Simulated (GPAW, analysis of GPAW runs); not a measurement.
# Hyperfine coupling of the NV- centre in 3C-SiC (PBE) (GPAW)

How near does this set-up come to the measured hyperfine coupling? Subject: NV- centre in 3C-SiC. Set-up: PBE, plane waves 500 eV, 64-site cell, PBE lattice, k: the zone centre alone then 2x2x2 shifted, symmetric start. The model is a cell of 64 host atoms with 1 site emptied and N put on another atom's site. The isotropic coupling follows from the spin density at the nucleus, the nuclear g-factor and the total spin. Another start tests whether the structure found is the lowest.

**The experiment.** 14N, isotropic part (sign not measured) (size measured, sign taken from theory): -1.26 MHz, by EPR (quoted in “Characterization and formation of NV centers in 3C, 4H and 6H SiC: an ab initio study”, 2017, A. Csóré et al., quoting earlier work (2016)). The calculation is set beside it at the end.

Calculated with GPAW 26.7.0; GPAW plane-wave PAW DFT, PBE; relaxation of all atoms of a defect supercell.

**1. Starting point**

The cell holds 63 atoms: 31 Si, 31 C and 1 N. Its edges and angles: a = 8.777 Å, b = 8.777 Å, c = 8.777 Å, α = 90.0°, β = 90.0°, γ = 90.0°. It derives from SiC (space group F-43m). Nearest the centre at fractional (0.500, 0.500, 0.500): C23 at 1.90 Å, N16 at 1.90 Å, C38 at 1.90 Å, C60 at 1.90 Å, Si42 at 3.10 Å, Si44 at 3.10 Å, Si58 at 3.10 Å, Si27 at 3.10 Å. The cell carries charge −1.

The host's primitive cell comes from a first run (GPAW plane-wave PAW DFT, PBE; relaxation of cell and atoms of a defect-free cell): vectors of 3.103, 3.103 and 3.103 Å. That is 10.56 Å³ an atom, 2.1 % over the diffraction cell's volume. The supercell is built on it.

**2. Relaxation, charge −1**

Every later number rests on the structure around the defect, so the atoms are relaxed at the host's lattice first.

Input file run.py:

```python
import numpy as np
from ase.io import read, write
from ase.parallel import parprint, world
from gpaw import GPAW, PW
from ase.optimize import BFGS

atoms = read('POSCAR')
magmoms = np.zeros(len(atoms))
magmoms[[15, 41, 37, 22]] = 2 / 4
atoms.set_initial_magnetic_moments(magmoms)
calc = GPAW(mode=PW(500),
            xc='PBE',
            kpts={'size': (1, 1, 1), 'gamma': True},
            charge=-1,
            occupations={'name': 'fermi-dirac', 'width': 0.01, 'fixmagmom': True},
            nbands=136,
            convergence={'density': 1e-05, 'forces': 0.001},
            maxiter=150,
            symmetry='off',
            txt='gpaw.txt')
atoms.calc = calc
opt = BFGS(atoms, trajectory='relax.traj', logfile='-')
done = opt.run(fmax=0.02, steps=80)
parprint('Converged:', done)
energy = atoms.get_potential_energy()
forces = atoms.get_forces()
parprint(f'Energy: {energy:.6f} eV, largest force {np.linalg.norm(forces, axis=1).max():.4f} eV/A')
calc.write('gs.gpw')
write('final.xyz', atoms)
parprint('Moments:', atoms.get_magnetic_moments().round(3))
for s in range(calc.get_number_of_spins()):
    parprint('Levels (eV), spin', s, calc.get_eigenvalues(kpt=0, spin=s)[-16:].round(3))
```

Input file POSCAR:

```
Si C  Si C  N  Si C  Si C  Si C  Si C  Si C  Si C 
 1.0000000000000000
     8.7765507458350651    0.0000000000000000   -0.0000000000000000
     0.0000000000000000    0.0000000000000000   -8.7765507458350651
     0.0000000000000000    8.7765507458350651   -0.0000000000000000
 Si  C   Si  C   N   Si  C   Si  C   Si  C   Si  C   Si  C   Si  C  
   4   4   4   3   1   4   4   4   4   4   4   4   4   4   4   3   4
Direct
  0.0000000000000000 -0.0000000000000000  0.0000000000000000
  0.0000000000000000  0.2500000000000000  0.2500000000000000
  0.2500000000000000 -0.0000000000000000  0.2500000000000000
  0.2500000000000000  0.2500000000000000  0.0000000000000000
  0.1250000000355323  0.1249999999644677  0.1250000000355323
  0.1250000000355323  0.3749999999644677  0.3750000000355322
  0.3750000000355322  0.1249999999644677  0.3750000000355322
  0.3750000000355322  0.3749999999644677  0.1250000000355323
  0.0000000000000000 -0.0000000000000000  0.5000000000000000
  0.0000000000000000  0.2500000000000000  0.7499999999999999
  0.2500000000000000  0.0000000000000000  0.7499999999999999
  0.2500000000000000  0.2500000000000000  0.5000000000000000
  0.1250000000355323  0.1249999999644677  0.6250000000355322
  0.1250000000355323  0.3749999999644677  0.8750000000355322
  0.3750000000355322  0.1249999999644677  0.8750000000355322
  0.3750000000355322  0.3749999999644677  0.6250000000355322
  0.0000000000000000  0.5000000000000000  0.0000000000000000
  0.0000000000000000  0.7499999999999999  0.2500000000000000
  0.2500000000000000  0.5000000000000000  0.2500000000000000
  0.2500000000000000  0.7500000000000000  0.0000000000000000
  0.1250000000355323  0.6249999999644678  0.1250000000355323
  0.1250000000355323  0.8749999999644678  0.3750000000355322
  0.3750000000355322  0.6249999999644678  0.3750000000355322
  0.3750000000355322  0.8749999999644678  0.1250000000355323
  0.0000000000000000  0.5000000000000000  0.5000000000000000
  0.0000000000000000  0.7499999999999999  0.7499999999999999
  0.2500000000000000  0.5000000000000000  0.7499999999999999
  0.2500000000000000  0.7500000000000000  0.5000000000000000
  0.1250000000355323  0.6249999999644678  0.6250000000355322
  0.1250000000355323  0.8749999999644678  0.8750000000355322
  0.3750000000355322  0.6249999999644678  0.8750000000355322
  0.3750000000355322  0.8749999999644678  0.6250000000355322
  0.5000000000000000  0.0000000000000000  0.0000000000000000
  0.5000000000000000  0.2500000000000000  0.2500000000000000
  0.7499999999999999  0.0000000000000000  0.2500000000000000
  0.7499999999999999  0.2500000000000000  0.0000000000000000
  0.6250000000355322  0.1249999999644677  0.1250000000355323
  0.6250000000355322  0.3749999999644677  0.3750000000355322
  0.8750000000355322  0.1249999999644677  0.3750000000355322
  0.8750000000355322  0.3749999999644677  0.1250000000355323
  0.5000000000000000 -0.0000000000000000  0.5000000000000000
  0.5000000000000000  0.2500000000000000  0.7499999999999999
  0.7499999999999999  0.0000000000000000  0.7499999999999999
  0.7499999999999999  0.2500000000000000  0.5000000000000000
  0.6250000000355322  0.1249999999644677  0.6250000000355322
  0.6250000000355322  0.3749999999644677  0.8750000000355322
  0.8750000000355322  0.1249999999644677  0.8750000000355322
  0.8750000000355322  0.3749999999644677  0.6250000000355322
  0.5000000000000000  0.5000000000000000  0.0000000000000000
  0.5000000000000000  0.7500000000000000  0.2500000000000000
  0.7499999999999999  0.5000000000000000  0.2500000000000000
  0.7499999999999999  0.7500000000000000  0.0000000000000000
  0.6250000000355322  0.6249999999644678  0.1250000000355323
  0.6250000000355322  0.8749999999644678  0.3750000000355322
  0.8750000000355322  0.6249999999644678  0.3750000000355322
  0.8750000000355322  0.8749999999644678  0.1250000000355323
  0.5000000000000000  0.7500000000000000  0.7499999999999999
  0.7499999999999999  0.5000000000000000  0.7499999999999999
  0.7499999999999999  0.7500000000000000  0.5000000000000000
  0.6250000000355322  0.6249999999644678  0.6250000000355322
  0.6250000000355322  0.8749999999644678  0.8750000000355322
  0.8750000000355322  0.6249999999644678  0.8750000000355322
  0.8750000000355322  0.8749999999644678  0.6250000000355322
```

The run is started by

```console
$ OMP_NUM_THREADS=1 mpirun -n 4 gpaw python run.py > stdout
```

The log of the run:

```text
__  _  _
 | _ |_)|_||  |
 |__||  | ||/\| - 26.7.0

Input parameters:
  mode=PW(ecut=500.0),
  charge=-1,
  convergence={'density': 1e-05, 'forces': 0.001},
  kpts=MonkhorstPack(size=(1, 1, 1), gamma=True),
  maxiter=150,
  nbands=136,
  occupations=Occupations(name='fermi-dirac', width=0.01, fixmagmom=True),
  symmetry=Symmetry(point_group=False, time_reversal=False),
  xc=XC(name='PBE')

Diagonalizing LCAO Hamiltonian
Converting LCAO to pw mode

                 Si        Si
                    C          C
          Si C       Si C
           Si Si      Si Si
       Si     CSiCSi     CSiC
           C       N C        C
        Si  C    SiSi  C   Si  C
          Si Si C       Si C
           Si Si      Si Si
       Si     CSiCSi     CSiC
           C       C C        C
        Si  C      Si  C
             Si         Si
                C          C

Atoms  # Å, Bohr magnetons
|    | symbol |        x |        y |         z |    initial magnetic moments |
|----|--------|----------|----------|-----------|-----------------------------|
|  0 |     Si | 0.000000 | 0.000000 |  0.000000 | ( 0.0000,  0.0000,  0.0000) |
|  1 |     Si | 0.000000 | 2.194138 | -2.194138 | ( 0.0000,  0.0000,  0.0000) |
|  2 |     Si | 2.194138 | 2.194138 |  0.000000 | ( 0.0000,  0.0000,  0.0000) |
|  3 |     Si | 2.194138 | 0.000000 | -2.194138 | ( 0.0000,  0.0000,  0.0000) |
|  4 |      C | 1.097069 | 1.097069 | -1.097069 | ( 0.0000,  0.0000,  0.0000) |
|  5 |      C | 1.097069 | 3.291207 | -3.291207 | ( 0.0000,  0.0000,  0.0000) |
|  6 |      C | 3.291207 | 3.291207 | -1.097069 | ( 0.0000,  0.0000,  0.0000) |
|  7 |      C | 3.291207 | 1.097069 | -3.291207 | ( 0.0000,  0.0000,  0.0000) |
|  8 |     Si | 0.000000 | 4.388275 |  0.000000 | ( 0.0000,  0.0000,  0.0000) |
|  9 |     Si | 0.000000 | 6.582413 | -2.194138 | ( 0.0000,  0.0000,  0.0000) |
| 10 |     Si | 2.194138 | 6.582413 |  0.000000 | ( 0.0000,  0.0000,  0.0000) |
| 11 |     Si | 2.194138 | 4.388275 | -2.194138 | ( 0.0000,  0.0000,  0.0000) |
| 12 |      C | 1.097069 | 5.485344 | -1.097069 | ( 0.0000,  0.0000,  0.0000) |
| 13 |      C | 1.097069 | 7.679482 | -3.291207 | ( 0.0000,  0.0000,  0.0000) |
| 14 |      C | 3.291207 | 7.679482 | -1.097069 | ( 0.0000,  0.0000,  0.0000) |
| 15 |      N | 3.291207 | 5.485344 | -3.291207 | ( 0.0000,  0.0000,  0.5000) |
| 16 |     Si | 0.000000 | 0.000000 | -4.388275 | ( 0.0000,  0.0000,  0.0000) |
| 17 |     Si | 0.000000 | 2.194138 | -6.582413 | ( 0.0000,  0.0000,  0.0000) |
| 18 |     Si | 2.194138 | 2.194138 | -4.388275 | ( 0.0000,  0.0000,  0.0000) |
| 19 |     Si | 2.194138 | 0.000000 | -6.582413 | ( 0.0000,  0.0000,  0.0000) |
| 20 |      C | 1.097069 | 1.097069 | -5.485344 | ( 0.0000,  0.0000,  0.0000) |
| 21 |      C | 1.097069 | 3.291207 | -7.679482 | ( 0.0000,  0.0000,  0.0000) |
| 22 |      C | 3.291207 | 3.291207 | -5.485344 | ( 0.0000,  0.0000,  0.5000) |
| 23 |      C | 3.291207 | 1.097069 | -7.679482 | ( 0.0000,  0.0000,  0.0000) |
| 24 |     Si | 0.000000 | 4.388275 | -4.388275 | ( 0.0000,  0.0000,  0.0000) |
| 25 |     Si | 0.000000 | 6.582413 | -6.582413 | ( 0.0000,  0.0000,  0.0000) |
| 26 |     Si | 2.194138 | 6.582413 | -4.388275 | ( 0.0000,  0.0000,  0.0000) |
| 27 |     Si | 2.194138 | 4.388275 | -6.582413 | ( 0.0000,  0.0000,  0.0000) |
| 28 |      C | 1.097069 | 5.485344 | -5.485344 | ( 0.0000,  0.0000,  0.0000) |
| 29 |      C | 1.097069 | 7.679482 | -7.679482 | ( 0.0000,  0.0000,  0.0000) |
| 30 |      C | 3.291207 | 7.679482 | -5.485344 | ( 0.0000,  0.0000,  0.0000) |
| 31 |      C | 3.291207 | 5.485344 | -7.679482 | ( 0.0000,  0.0000,  0.0000) |
[...]
| 36 |      C | 5.485344 | 1.097069 | -1.097069 | ( 0.0000,  0.0000,  0.0000) |
[...]
Unit cell  # Å
| periodic |        x |        y |         z |  lengths |    angles |
|----------|----------|----------|-----------|----------|-----------|
|      yes | 8.776551 | 0.000000 | -0.000000 | 8.776551 | 90.000000 |
|      yes | 0.000000 | 0.000000 | -8.776551 | 8.776551 | 90.000000 |
|      yes | 0.000000 | 8.776551 | -0.000000 | 8.776551 | 90.000000 |

Number of symmetries: 1
Symmetry operations  # r_c * U_cc + t_c -> r_c
|   | kind |            matrix            |
|---|------|------------------------------|
| 0 |  E   |  1, 0, 0,  0, 1, 0,  0, 0, 1 |

BZ-sampling:
  Number of BZ points: 1
  Number of IBZ points: 1

  Monkhorst-Pack size: [1, 1, 1]
  Monkhorst-Pack shift: [0, 0, 0]

K-points  # in reciprocal-cell coordinates
|   |                                coordinates |     weight |
|---|--------------------------------------------|------------|
| 0 | (  0.00000000,   0.00000000,   0.00000000) | 1.00000000 |

Plane wave coefficients: 8539
Cutoff: 500.0 eV

Spin-components: 2 (collinear spins)
Bands:           136
Projectors:      315
Spin-degeneracy: 1
Datatype:        float64

Density:
  Valence electrons: 253.0
  Components: 2
  Grid points: [48 48 48]
  Charge: -1.0  # |e|

Potential:
  Grid points: [48 48 48]

species:
  Si:
    name:    Silicon
    Z:       14.0
    valence: 4
    core:    10
    charge:  0.0  # [|e|]
    compensation charges:
      type: gauss
      rc: 0.33  # [Å]
      lmax: 2
    cutoffs:
      filter: 1.86  # [Å]
      core: 2.06  # [Å]
    projectors
    | kind |    occ | energy [eV] | rcut [Å] |
    |------|--------|-------------|----------|
    |   3s |  2.000 |     -10.812 |    1.058 |
    |   3p |  2.000 |      -4.081 |    1.058 |
    |    s |        |      16.399 |    1.058 |
    |    p |        |      23.130 |    1.058 |
    |    d |        |       0.000 |    1.058 |

    Using partial waves for Si as LCAO basis

  C:
    name:    Carbon
    Z:       6.0
    valence: 4
    core:    2
    charge:  0.0  # [|e|]
    compensation charges:
      type: gauss
      rc: 0.20  # [Å]
      lmax: 2
    cutoffs:
      filter: 1.14  # [Å]
      core: 1.14  # [Å]
    projectors
    | kind |    occ | energy [eV] | rcut [Å] |
    |------|--------|-------------|----------|
    |   2s |  2.000 |     -13.751 |    0.635 |
    |   2p |  2.000 |      -5.284 |    0.635 |
    |    s |        |      13.461 |    0.635 |
    |    p |        |      21.927 |    0.635 |
    |    d |        |       0.000 |    0.635 |

    Using partial waves for C as LCAO basis

  N:
    name:    Nitrogen
    Z:       7.0
    valence: 5
    core:    2
    charge:  0.0  # [|e|]
    compensation charges:
      type: gauss
      rc: 0.18  # [Å]
      lmax: 2
    cutoffs:
      filter: 1.11  # [Å]
      core: 0.96  # [Å]
    projectors
    | kind |    occ | energy [eV] | rcut [Å] |
[...]
Maximum error relative to the maximum force is below inf
- Maximum [total energy] change in last 3 cyles: 0.0005 eV / valence electron
- Maximum integral of absolute [eigenst]ate change: 4e-08 eV^2 / valence electron
maximum number of iterations: 150

SCF iterations
|iter     | |      energy | eigst |  dens |force |  magmom |
|---------|-|-------------|-------|-------|------|---------|
|iter:   1| | -455.898034c| -5.22 |       |      |  +1.9999|
|iter:   2| | -455.897974c| -6.86 | -3.58 |      |  +1.9999|
|iter:   3| | -455.897841c| -5.83 | -3.65 |      |  +1.9999|
|iter:   4| | -455.897835c| -6.95 | -4.05 |      |  +2.0000|
|iter:   5| | -455.897835c| -7.70c| -4.38 |      |  +2.0000|
|iter:   6| | -455.897834c| -7.91c| -4.64 |      |  +2.0000|
|iter:   7| | -455.897834c| -8.27c| -5.00c|-1.71 |  +2.0000|
|iter:   8| | -455.897834c| -8.91c| -5.57c|-3.54c|  +2.0000|

Converged in 8 steps
SCF loop duration: 24.775 s (3.097 s/step)
Energy contributions relative to reference atoms: (reference = -277814.864841)

Energy contributions:
  Kinetic:         465.732566
  Coulomb:        -373.520932
  Zero:             -0.747292
  External:          0.000000
  Xc:             -547.362177
  Entropy:          -0.000000
  Spinorbit:         0.000000
  ----------------------------
  Free energy:    -455.897834
  Extrapolated:   -455.897834

dipole moment: (-41.837062, 33.060342, 41.837310)  # |e|*Ang

Total magnetic moment: (0.000000, 0.000000, 1.999999)

Local magnetic moments
|        x |        y |         z |
|----------|----------|-----------|
[...]
Fermi levels: 8.889, 8.660
Eigenvalues  # (at kpt = [0.000, 0.000, 0.000])
| band index |      eig [eV] | occ [0-1] |      eig [eV] | occ [0-1] |
|------------|---------------|-----------|---------------|-----------|
[...]
|        ... |               |           |               |           |
[...]
Gap: 0.841 eV
Transition (v -> c):
  (s=0, k=0, n=127, [0.00, 0.00, 0.00]) -> (s=0, k=0, n=128, [0.00, 0.00, 0.00])
No difference between direct/indirect transitions

Forces  # eV/Ang
|        x |        y |        z |
|----------|----------|----------|
[...]
Si        Si
                    C          C
          Si C       Si C
           Si Si      Si Si
       Si     CSiCSi     CSiC
           C     SN  C       C
        Si  C      Si  C   Si  C
          Si Si C      Si  C
           Si Si      SiCSi
       Si     CSiCSi     CSiC
           C       C C        C
        Si  C      Si  C
             Si        Si
                C          C

Atoms  # Å, Bohr magnetons
|    | symbol |         x |         y |         z |    initial magnetic moments |
|----|--------|-----------|-----------|-----------|-----------------------------|
[...]
| 15 |      N |  3.143899 |  5.632652 | -3.143899 | ( 0.0000,  0.0000,  0.0012) |
[...]
| 43 |     Si |  6.567378 |  4.386539 | -2.215520 | ( 0.0000,  0.0000,  0.0033) |
[...]
| 48 |     Si |  4.388655 |  0.000340 | -4.388655 | ( 0.0000,  0.0000,  0.0008) |
| 49 |     Si |  4.391338 |  2.198570 | -6.577981 | ( 0.0000,  0.0000,  0.0010) |
| 50 |     Si |  6.577982 |  2.198568 | -4.391338 | ( 0.0000,  0.0000,  0.0010) |
| 51 |     Si |  6.582770 | -0.007388 | -6.582770 | ( 0.0000,  0.0000, -0.0013) |
| 52 |      C |  5.490416 |  1.091093 | -5.490416 | ( 0.0000,  0.0000,  0.0014) |
| 53 |      C |  5.490415 |  3.286134 | -7.685458 | ( 0.0000,  0.0000,  0.0014) |
| 54 |      C |  7.685459 |  3.286134 | -5.490415 | ( 0.0000,  0.0000,  0.0014) |
| 55 |      C |  7.680695 |  1.095856 | -7.680694 | ( 0.0000,  0.0000,  0.0006) |
| 56 |     Si |  4.390010 |  6.561028 | -6.567376 | ( 0.0000,  0.0000,  0.0033) |
| 57 |     Si |  6.567376 |  6.561028 | -4.390010 | ( 0.0000,  0.0000,  0.0033) |
| 58 |     Si |  6.577981 |  4.385212 | -6.577981 | ( 0.0000,  0.0000,  0.0010) |
| 59 |      C |  5.595281 |  5.579219 | -5.595281 | ( 0.0000,  0.0000,  0.1738) |
| 60 |      C |  5.482064 |  7.681728 | -7.686850 | ( 0.0000,  0.0000,  0.0184) |
| 61 |      C |  7.686851 |  7.681729 | -5.482065 | ( 0.0000,  0.0000,  0.0184) |
| 62 |      C |  7.691059 |  5.481893 | -7.691059 | ( 0.0000,  0.0000,  0.0103) |

Unit cell  # Å
| periodic |        x |        y |         z |  lengths |    angles |
|----------|----------|----------|-----------|----------|-----------|
|      yes | 8.776551 | 0.000000 | -0.000000 | 8.776551 | 90.000000 |
|      yes | 0.000000 | 0.000000 | -8.776551 | 8.776551 | 90.000000 |
|      yes | 0.000000 | 8.776551 | -0.000000 | 8.776551 | 90.000000 |

Initialization done in: 1.901 s

convergence criteria:
- Maximum integral of absolute [dens]ity change: 1e-05 electrons / valence electron
- Maximum change in the atomic [forces] across last 2 cycles: 0.001 eV/Ang OR
Maximum error relative to the maximum force is below inf
- Maximum [total energy] change in last 3 cyles: 0.0005 eV / valence electron
- Maximum integral of absolute [eigenst]ate change: 4e-08 eV^2 / valence electron
maximum number of iterations: 150

SCF iterations
|iter     | |      energy | eigst |  dens |force |  magmom |
|---------|-|-------------|-------|-------|------|---------|
|iter:   1| | -455.897999c| -5.66 |       |      |  +1.9999|
|iter:   2| | -455.897980c| -7.35 | -3.80 |      |  +1.9999|
|iter:   3| | -455.897935c| -6.33 | -3.86 |      |  +1.9999|
|iter:   4| | -455.897933c| -7.44c| -4.35 |      |  +2.0000|
|iter:   5| | -455.897933c| -7.90c| -4.74 |      |  +2.0000|
|iter:   6| | -455.897933c| -8.33c| -4.98 |      |  +2.0000|
|iter:   7| | -455.897933c| -8.89c| -5.31c|-1.94 |  +2.0000|
|iter:   8| | -455.897933c| -9.29c| -5.86c|-3.84c|  +2.0000|

Converged in 8 steps
SCF loop duration: 22.759 s (2.845 s/step)
Energy contributions relative to reference atoms: (reference = -277814.864841)

Energy contributions:
  Kinetic:         465.749222
  Coulomb:        -373.533842
  Zero:             -0.747321
  External:          0.000000
  Xc:             -547.365992
  Entropy:          -0.000000
  Spinorbit:         0.000000
  ----------------------------
  Free energy:    -455.897933
  Extrapolated:   -455.897933

dipole moment: (-41.844364, 33.067621, 41.844568)  # |e|*Ang

Total magnetic moment: (0.000000, 0.000000, 1.999999)

Local magnetic moments
|        x |        y |         z |
|----------|----------|-----------|
[...]
Fermi levels: 8.889, 8.660
Eigenvalues  # (at kpt = [0.000, 0.000, 0.000])
| band index |      eig [eV] | occ [0-1] |      eig [eV] | occ [0-1] |
|------------|---------------|-----------|---------------|-----------|
[...]
|        ... |               |           |               |           |
[...]
|        128 |         9.196 |     0.000 |         9.236 |     0.000 |
|        129 |         9.230 |     0.000 |         9.273 |     0.000 |
|        130 |         9.230 |     0.000 |         9.273 |     0.000 |
|        131 |        11.669 |     0.000 |        11.673 |     0.000 |
|        132 |        11.669 |     0.000 |        11.673 |     0.000 |
|        133 |        11.716 |     0.000 |        11.755 |     0.000 |
|        134 |        11.863 |     0.000 |        11.870 |     0.000 |
|        135 |        11.953 |     0.000 |        11.988 |     0.000 |

Gap: 0.840 eV
Transition (v -> c):
  (s=0, k=0, n=127, [0.00, 0.00, 0.00]) -> (s=0, k=0, n=128, [0.00, 0.00, 0.00])
No difference between direct/indirect transitions

Forces  # eV/Ang
|        x |        y |        z |
|----------|----------|----------|
[...]
|  0.00698 | -0.00698 | -0.00698 |  # C   55
|  0.00420 | -0.00015 |  0.00242 |  # Si  56
| -0.00241 | -0.00014 | -0.00420 |  # Si  57
|  0.00165 | -0.00083 | -0.00166 |  # Si  58
| -0.00031 | -0.00624 |  0.00030 |  # C   59
| -0.00472 | -0.00191 |  0.00407 |  # C   60
| -0.00406 | -0.00191 |  0.00472 |  # C   61
| -0.00242 | -0.00752 |  0.00243 |  # C   62

# Writing to gs.gpw (mode='')
```

Run time: 7.7 min. Hardware: 4 MPI ranks of Arm Neoverse V1, shared host; peak memory 1.9 GiB; 31 min of CPU time.

(Continued in part 2 of 2.)

[Logs are printed without paths, hosts, clocks, repeated set-up lines and the standing remarks that a program may print on its own settings, such as how far it seeks lower states.]

[Hosts, paths, dates, database ids (printed as entryN), source tags and the programs' standing remarks are cut or masked in the printed files.]

[For some hosts the program warned that the k-mesh of the response run may be too coarse for force constants and the static dielectric constant; such warnings are not shown here.]
